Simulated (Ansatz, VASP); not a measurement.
**C (C (Fd-3m)) in two plane-wave programs**

One calculation is typed for both programs; each brings its own data sets. How far apart do they land? The cell is taken from a series of runs on this material, whose earlier steps may have relaxed, scaled, displaced or heated it; both programs get it as it stands.

Method: plane waves, with VASP 6.6.1 beside it; single point at PBEsol, in Ansatz 0.2.0.

### Step 1. The structure

Symmetry: Fd-3m, No. 227, cubic system. The conventional cell has a = 3.554 Å, b = 3.554 Å, c = 3.554 Å, α = 90.00°, β = 90.00°, γ = 90.00°. Nearest to C lie 4 C at 1.54 Å. That group holds within 0.01 Å; judged at 0.001 Å it is R-3m (No. 166).

Structure file:

```cif
data_structure
_symmetry_space_group_name_H-M 'Fd-3m:1'
_symmetry_Int_Tables_number 227
_cell_length_a 3.5538
_cell_length_b 3.5538
_cell_length_c 3.5538
_cell_angle_alpha 90.000
_cell_angle_beta 90.000
_cell_angle_gamma 90.000
_cell_volume 44.88
loop_
_atom_site_label
_atom_site_type_symbol
_atom_site_symmetry_multiplicity
_atom_site_Wyckoff_symbol
_atom_site_fract_x
_atom_site_fract_y
_atom_site_fract_z
_atom_site_occupancy
C1 C 8 b 0.25000 0.75000 0.25000 1
```

### Step 2. VASP: single point, PBEsol

With cell and atoms fixed, the geometry can't cause a difference; cores, projectors, grids and the points listed under the comparison can.

Lines of VASP's logs that name or quote its potential files are left out, and so is its time.

Contents of INCAR:

```
SYSTEM = C
PREC = Accurate
ENCUT = 520
EDIFF = 1E-06
NELM = 120
ISMEAR = 0
SIGMA = 0.01
LREAL = .FALSE.
ALGO = Normal
GGA = PS
NBANDS = 10
LORBIT = 11
LWAVE = .FALSE.
LCHARG = .FALSE.
ISIF = 2
ISYM = 2
LASPH = .TRUE.
GGA_COMPAT = .FALSE.
EFERMI = MIDGAP
KPAR = 16
```

Contents of POSCAR:

```
C
1.0
    0.0000000000      1.7768809300      1.7768809300
    1.7768809300      0.0000000000      1.7768809300
    1.7768809300      1.7768809300      0.0000000000
C
2
Direct
    0.2501400000      0.2501400000      0.2501400000
    0.9998600000      0.9998600000      0.9998600000
```

Contents of KPOINTS:

```
Points of the shifted mesh
64
Reciprocal
 0.0625000000  0.0625000000  0.0625000000 1
 0.0625000000  0.0625000000  0.3125000000 1
 0.0625000000  0.0625000000  0.5625000000 1
 0.0625000000  0.0625000000  0.8125000000 1
 0.0625000000  0.3125000000  0.0625000000 1
 0.0625000000  0.3125000000  0.3125000000 1
 0.0625000000  0.3125000000  0.5625000000 1
 0.0625000000  0.3125000000  0.8125000000 1
 0.0625000000  0.5625000000  0.0625000000 1
 0.0625000000  0.5625000000  0.3125000000 1
 0.0625000000  0.5625000000  0.5625000000 1
 0.0625000000  0.5625000000  0.8125000000 1
 0.0625000000  0.8125000000  0.0625000000 1
 0.0625000000  0.8125000000  0.3125000000 1
 0.0625000000  0.8125000000  0.5625000000 1
 0.0625000000  0.8125000000  0.8125000000 1
 0.3125000000  0.0625000000  0.0625000000 1
 0.3125000000  0.0625000000  0.3125000000 1
 0.3125000000  0.0625000000  0.5625000000 1
 0.3125000000  0.0625000000  0.8125000000 1
 0.3125000000  0.3125000000  0.0625000000 1
 0.3125000000  0.3125000000  0.3125000000 1
 0.3125000000  0.3125000000  0.5625000000 1
 0.3125000000  0.3125000000  0.8125000000 1
 0.3125000000  0.5625000000  0.0625000000 1
 0.3125000000  0.5625000000  0.3125000000 1
 0.3125000000  0.5625000000  0.5625000000 1
 0.3125000000  0.5625000000  0.8125000000 1
 0.3125000000  0.8125000000  0.0625000000 1
 0.3125000000  0.8125000000  0.3125000000 1
 0.3125000000  0.8125000000  0.5625000000 1
 0.3125000000  0.8125000000  0.8125000000 1
 0.5625000000  0.0625000000  0.0625000000 1
 0.5625000000  0.0625000000  0.3125000000 1
 0.5625000000  0.0625000000  0.5625000000 1
 0.5625000000  0.0625000000  0.8125000000 1
 0.5625000000  0.3125000000  0.0625000000 1
 0.5625000000  0.3125000000  0.3125000000 1
 0.5625000000  0.3125000000  0.5625000000 1
 0.5625000000  0.3125000000  0.8125000000 1
 0.5625000000  0.5625000000  0.0625000000 1
 0.5625000000  0.5625000000  0.3125000000 1
 0.5625000000  0.5625000000  0.5625000000 1
 0.5625000000  0.5625000000  0.8125000000 1
 0.5625000000  0.8125000000  0.0625000000 1
 0.5625000000  0.8125000000  0.3125000000 1
 0.5625000000  0.8125000000  0.5625000000 1
 0.5625000000  0.8125000000  0.8125000000 1
 0.8125000000  0.0625000000  0.0625000000 1
 0.8125000000  0.0625000000  0.3125000000 1
 0.8125000000  0.0625000000  0.5625000000 1
 0.8125000000  0.0625000000  0.8125000000 1
 0.8125000000  0.3125000000  0.0625000000 1
 0.8125000000  0.3125000000  0.3125000000 1
 0.8125000000  0.3125000000  0.5625000000 1
 0.8125000000  0.3125000000  0.8125000000 1
 0.8125000000  0.5625000000  0.0625000000 1
 0.8125000000  0.5625000000  0.3125000000 1
 0.8125000000  0.5625000000  0.5625000000 1
 0.8125000000  0.5625000000  0.8125000000 1
 0.8125000000  0.8125000000  0.0625000000 1
 0.8125000000  0.8125000000  0.3125000000 1
 0.8125000000  0.8125000000  0.5625000000 1
 0.8125000000  0.8125000000  0.8125000000 1
```

The projector-augmented-wave data sets are C (PBE family, release 64).

Run with:

```bash
> mpirun -np 16 vasp_std
```

Numbers of over 12 decimals in the logs are rounded to 6 here.

Log:

```text
[banner, memory and clock lines left out]
running   16 mpi-ranks, on    1 nodes
 distrk:  each k-point on    1 cores,   16 groups
 distr:  one band on    1 cores,    1 groups

 POSCAR found type information on POSCAR C
 POSCAR found :  1 types and       2 ions
|                                                                             |
|           W    W    AA    RRRRR   N    N  II  N    N   GGGG   !!!           |
|           W    W   A  A   R    R  NN   N  II  NN   N  G    G  !!!           |
|           W    W  A    A  R    R  N N  N  II  N N  N  G       !!!           |
|           W WW W  AAAAAA  RRRRR   N  N N  II  N  N N  G  GGG   !            |
|           WW  WW  A    A  R   R   N   NN  II  N   NN  G    G                |
|           W    W  A    A  R    R  N    N  II  N    N   GGGG   !!!           |
|                                                                             |
|     For optimal performance we recommend to set                             |
|       NCORE = 2 up to number-of-cores-per-socket                            |
|     NCORE specifies how many cores store one orbital (NPAR=cpu/NCORE).      |
|     This setting can greatly improve the performance of VASP for DFT.       |
|     The default, NCORE=1 might be grossly inefficient on modern             |
|     multi-core architectures or massively parallel machines. Do your        |
|     Unfortunately you need to use the default for GW and RPA                |
|     calculations (for HF NCORE is supported but not extensively tested      |
|     yet).                                                                   |
|                                                                             |

|                                                                             |
|               ----> ADVICE to this user running VASP <----                  |
|                                                                             |
|     You enforced a specific xc type in the INCAR file but a different       |
|     [... a line on the potential file left out ...]
|     I HOPE YOU KNOW WHAT YOU ARE DOING!                                     |
|                                                                             |

 LDA part: xc-table for (Slater+PW92), standard interpolation
 POSCAR, INCAR and KPOINTS ok, starting setup
 FFT: planning ... GRIDC
 FFT: planning ... GRID_SOFT
 FFT: planning ... GRID
 WAVECAR not read
 entering main loop
       N       E                     dE             d eps       ncg     rms          rms(c)
DAV:   1    -0.280270395699E+00   -0.28027E+00   -0.49654E+03  1314   0.801E+02
DAV:   2    -0.195249534400E+02   -0.19245E+02   -0.18549E+02  1738   0.124E+02
DAV:   3    -0.198797745553E+02   -0.35482E+00   -0.35420E+00  1518   0.139E+01
DAV:   4    -0.198803682688E+02   -0.59371E-03   -0.59369E-03  1390   0.695E-01
DAV:   5    -0.198803690187E+02   -0.74986E-06   -0.74988E-06  1446   0.234E-02    0.570E+00
DAV:   6    -0.193627169280E+02    0.51765E+00   -0.28624E-01  1330   0.393E+00    0.337E+00
DAV:   7    -0.191817333716E+02    0.18098E+00   -0.34072E-01  1344   0.433E+00    0.709E-01
DAV:   8    -0.191822970564E+02   -0.56368E-03   -0.69390E-03  1352   0.708E-01    0.298E-02
DAV:   9    -0.191823137387E+02   -0.16682E-04   -0.18406E-05  1618   0.404E-02    0.213E-02
DAV:  10    -0.191823219579E+02   -0.82192E-05   -0.34583E-06  1344   0.179E-02    0.456E-03
DAV:  11    -0.191823217918E+02    0.16610E-06   -0.73473E-08   724   0.265E-03
   1 F= -.19182322E+02 E0= -.19182322E+02  d E =0.000000E+00
```

Parts of OUTCAR (step 2):

```text
ion  position               nearest neighbor table
   1  0.250  0.250  0.250-   2 1.54   2 1.54   2 1.54   2 1.54
   2  1.000  1.000  1.000-   1 1.54   1 1.54   1 1.54   1 1.54

  LATTYP: Found a face centered cubic cell.
 ALAT       =     3.5537618600

 Subroutine GETGRP returns: Found 12 space group operations
 (whereof  6 operations were pure point group operations)

The static configuration has the point symmetry C_3v.
 The point group associated with its full space group is D_3d.

   k-points           NKPTS =     64   k-points in BZ     NKDIM =     64   number of bands    NBANDS=     10

   dimension x,y,z NGX =    20 NGY =   20 NGZ =   20
   dimension x,y,z NGXF=    40 NGYF=   40 NGZF=   40

   ENCUT  =  520.0 eV  38.22 Ry    6.18 a.u.   4.67  4.67  4.67*2*pi/ulx,y,z

   NELECT =       8.0000    total number of electrons

 k-points in reciprocal lattice and weights: Points of the shifted mesh
   0.06250000  0.06250000  0.06250000       0.016
   0.06250000  0.06250000  0.31250000       0.016
   0.06250000  0.06250000  0.56250000       0.016
   0.06250000  0.06250000  0.81250000       0.016
   0.06250000  0.31250000  0.06250000       0.016
   0.06250000  0.31250000  0.31250000       0.016
   0.06250000  0.31250000  0.56250000       0.016
   0.06250000  0.31250000  0.81250000       0.016
   0.06250000  0.56250000  0.06250000       0.016
[...]
0.81250000  0.81250000  0.56250000       0.016
   0.81250000  0.81250000  0.81250000       0.016

 average (electrostatic) potential at core
       1 -45.2957       2 -45.2957

 E-fermi :  12.0430

 k-point     1 :       0.0625    0.0625    0.0625
  band No.  band energies     occupation
      1     -11.6829      2.00000
      2       9.1644      2.00000
      3       9.6762      2.00000
      4       9.6762      2.00000
      5      15.7149      0.00000
      6      15.7149      0.00000
      7      15.8802      0.00000
      8      23.5845      0.00000
      9      29.1653      0.00000
    ...

 k-point     2 :       0.0625    0.0625    0.3125
  band No.  band energies     occupation
      1      -9.6655      2.00000
      2       2.5420      2.00000
      3       7.0591      2.00000
      4       8.2485      2.00000
      5      17.5710      0.00000
      6      18.3427      0.00000
      7      18.5032      0.00000
      8      24.4850      0.00000
      9      30.6118      0.00000
    ...

 k-point     3 :       0.0625    0.0625    0.5625
  band No.  band energies     occupation
      1      -5.9312      2.00000
      2      -3.4798      2.00000
      3       6.6822      2.00000
      4       6.8215      2.00000
      5      18.0659      0.00000
      6      18.7124      0.00000
      7      19.2231      0.00000
      8      25.4735      0.00000
      9      31.2312      0.00000
    ...

  Total        0.1163608      0.1163608      0.1163608     -0.0786440     -0.0786440     -0.0786440
  in kB       16.6154641     16.6154641     16.6154641    -11.2297755    -11.2297755    -11.2297755
  external PRESSURE =      16.6154641 kB  Pullay stress =       0.0000000 kB

  energy-cutoff  :      520.00
  volume of cell :       11.22
      direct lattice vectors                 reciprocal lattice vectors
     0.000000000  1.776880930  1.776880930    -0.281391956  0.281391956  0.281391956
     1.776880930  0.000000000  1.776880930     0.281391956 -0.281391956  0.281391956
     1.776880930  1.776880930  0.000000000     0.281391956  0.281391956 -0.281391956

 POSITION                                       TOTAL-FORCE (eV/Angst)
 -----------------------------------------------------------------------------------
      0.88894      0.88894      0.88894        -0.000856     -0.000856     -0.000856
      3.55326      3.55326      3.55326         0.000856      0.000856      0.000856
 -----------------------------------------------------------------------------------
    total drift:                                0.000000      0.000000      0.000000

  FREE ENERGIE OF THE ION-ELECTRON SYSTEM (eV)
  ---------------------------------------------------
  free  energy   TOTEN  =       -19.1823217918 eV

  energy  without entropy=      -19.1823217918  energy(sigma->0) =      -19.18232179

 total charge
# of ion       s       p       d       tot
------------------------------------------
    1        0.822   1.760   0.000   2.582
    2        0.822   1.760   0.000   2.582
--------------------------------------------------
tot          1.644   3.519   0.000   5.164

[... 3 further parts left out ...]
```

The run ends at a pressure of 1.66 GPa, with forces up to 0.0015 eV/Å.

### Step 3. Ansatz: single point, PBEsol

Ansatz runs on its PAW soft_1 files.

The same cell, functional and mesh now go to Ansatz.

Contents of input.yaml:

```yaml
crystal:
  lattice:
    - [0.0, 1.77688093, 1.77688093]
    - [1.77688093, 0.0, 1.77688093]
    - [1.77688093, 1.77688093, 0.0]
  atoms:
    - { symbol: C, position: [0.2501366541701, 0.2501366541701, 0.2501366541701] }
    - { symbol: C, position: [0.9998633458299, 0.9998633458299, 0.9998633458299] }
basis:
  ecutwfc: 420.0
  ecutrho_ratio: 4
  xc_grid: 2
  fft_grid_basis: typed
  precision: f64
kpoints:
  mp_grid: { grid: [4, 4, 4], shift: [0.25, 0.25, 0.25] }
  band_path: { path: [VBM, CBM], npoints: 1 }
hamiltonian:
  xc: pbesol
  pseudopotentials:
    kind: paw
    xc_functional: pbe
    azcp: { folder: soft_1, C: "soft_1/C.paw.azcp" }
scf:
  max_iter: 100
  self_checks: high
  occupations: { method: fixed }
checkpoint:
  write: "../host.kq.run"
  compress: false
  write_wavefunctions: true
  write_every: 100000
```

Run with:

```bash
> ansatz run input.yaml --threads 32 --pin off --max-ram 84787MiB --backend cpu --events-out ev --progress --plain --runs-dir out
```

Log:

```text
Engine: ansatz 0.2.0, aarch64-unknown-linux-gnu
Pseudopotentials: kind: paw
Pseudopotential: C, paw, valence charge 4, recommended cutoff 420 eV (normal), soft_1/C.paw.azcp
Functional definition: PBEsol
  exchange = pbesol_x
  correlation = pbesol_c
Crystal: 2 atoms, lattice volume = 11.220 Å³
Basis set: ecut = 420 eV, 229 PW (Γ), exchange–correlation on 36×36×36 points (8 copies of the dense FFT grid, shifted against one another)
Bands: 8, of which v1, the nominal top of the filled ones, is band 4 counted from 1 (3 counted from 0)
Symmetry: 12 space group operations
Space group: R-3m (ITA 166), of the structure as read, at distance tolerance 2.2e-5 Å
k-points: 20 of 64
Non-local potential: C, projectors of the file, l = 0: 2, l = 1: 2, l = 2: 1
PAW form: soft (Blöchl's): semilocal exchange-correlation on the pseudo side does not see the compensation charge
PAW frozen core: C, regenerated for the run's functional, and the local potential with it (the file was generated under x = pbe(κ = 0.804, μ = 0.219515), c = pbe(β = 0.066725))
PAW one-centre angular grid: C, 110 points (default); XC on 64 Gauss nodes
Initial density: superposition of atomic densities (chi_scale 0.1, normalization cell)
Initial wavefunctions: pseudopotential atomic-orbital guess
Functional: x = pbesol(κ = 0.804, μ = 0.123457), c = pbesol(β = 0.046)
SCF iter   1: F=—  HF=-493.864922 eV  |Δ(HF+E_count)|=         —  Δρ=1.40e-1  dr2=1.53e0  Hψ=932
preconditioner: auto → none  [insulator: Δε(μ)=5.357 eV  Ē_g=19.753 eV  n_scr=0 (ndim 8)  ℏωp=31.4 eV  f_vac=0.000  ε∞_Penn≈3.5]
SCF iter   2: F=—  HF=-493.331775 eV  |Δ(HF+E_count)|=   5.33e-1  Δρ=5.49e-2  dr2=2.07e-1  Hψ=430
SCF iter   3: F=—  HF=-493.270273 eV  |Δ(HF+E_count)|=   6.15e-2  Δρ=5.52e-3  dr2=1.05e-3  Hψ=284
SCF iter   4: F=—  HF=-493.270509 eV  |Δ(HF+E_count)|=   2.37e-4  Δρ=1.73e-4  dr2=1.20e-6  Hψ=215
SCF iter   5: F=-493.270513 eV  HF=-493.270513 eV  |Δ(HF+E_count)|=   3.53e-6  Δρ=5.25e-5  dr2=7.12e-8  Hψ=751
SCF 1 converged in 5 iterations: F = -493.270513 eV  dr2 = 7.12e-8
  greatest PAW one-centre occupation: 0.643 electrons in one spin orbital (limit 2), on the C atom at site 1 (counted from 0), in its partial waves of l = 0
NSCF: frozen V_eff on 32 k-points
NSCF: frozen V_eff on 32 k-points
[...]
SCF converged after 5 iterations
Free energy (F): -493.270513 eV
Harris-Foulkes:  -493.270513 eV  (|F-HF|=7.68e-9)
Internal energy: -493.270513 eV  (E = F + TS)
E sigma→0 (E₀):  -493.270513 eV
Fermi energy:    13.327437 eV
--- Per-component energies (eV) ---
  E_band       = 35.720412
  E_kinetic    = 180.256631
  E_local      = -109.077655  (includes V_loc(G=0)·N_el)
  E_nonlocal   = 45.909501
  E_hartree    = 25.953066
  E_xc         = -94.932484
  E_vxc        = -117.614169  (∫ρ·V_xc dr)
  E_paw        = -192.189838  (= ΣΔE_a)
  E_vpaw       = -15.659997  (= ΣTr[D̂ρ^β])
  E_aug_tail   = 0.000041  (compensation charges beyond the density's cutoff)
  E_ewald      = -349.231978
  E_core_change = 0.042201  (= ΣΔE_core)
  E_smearing   = -0.000000  (= −TS)
  E_closure    = -0.000000  (closes the sum)
  Σ components = -493.270513   (vs F -493.270513, Δ=0.00e0)
--- Band table (eV; the first three rows and the last of 20) ---
  k-point 0: bands = ["-8.0404", "12.8149", "13.3274", "13.3274", "19.3653", "19.3653", "19.5304", "27.1532"]
  k-point 1: bands = ["-6.0225", "6.1923", "10.7074", "11.8965", "21.2198", "21.9897", "22.1350", "28.0811"]
  k-point 2: bands = ["-2.2840", "0.1644", "10.3274", "10.4668", "21.7204", "22.3655", "22.8455", "29.0865"]
  k-point 19: bands = ["-7.1697", "9.0306", "12.2916", "12.2916", "20.7052", "20.7052", "21.1673", "27.7750"]
```

### Step 4. Comparison

Known differences besides the potentials themselves: fixed occupations in Ansatz, narrow Gaussian smearing in VASP; the cutoff is 420 eV in Ansatz and 520 eV in VASP; Ansatz makes its cores anew for this functional, VASP keeps those of its PBE data sets. Total energies have different zeros and are not compared.

Compared:

| quantity | Ansatz | VASP | difference |
| --- | --- | --- | --- |
| gap on the k mesh (eV) | 4.737 | 4.734 | +0.003 |

A gap on the mesh is an upper bound, since the band edges may lie between its points.

### Step 5. Results

```yaml
difference_in_gap_on_the_k_mesh_single_point_pbesol: 0.0035 eV
```

The difference in gap on the k mesh is 0.0035 eV (single point, PBEsol), within the 0.08 eV picked in this series as the mark of a large difference. Such differences can come from data sets, numerical settings and the points named under the comparisons, not from the functional's error against experiment.

[Lines on the potential files, build, host, timing and source positions are cut from VASP's logs without a mark.]

[Logs are printed without paths, hosts, clocks, repeated set-up lines and the standing remarks that a program may print on its own settings, such as how far it seeks lower states.]

[Hosts, paths, dates, database ids (printed as entryN), source tags and the programs' standing remarks are cut or masked in the printed files.]
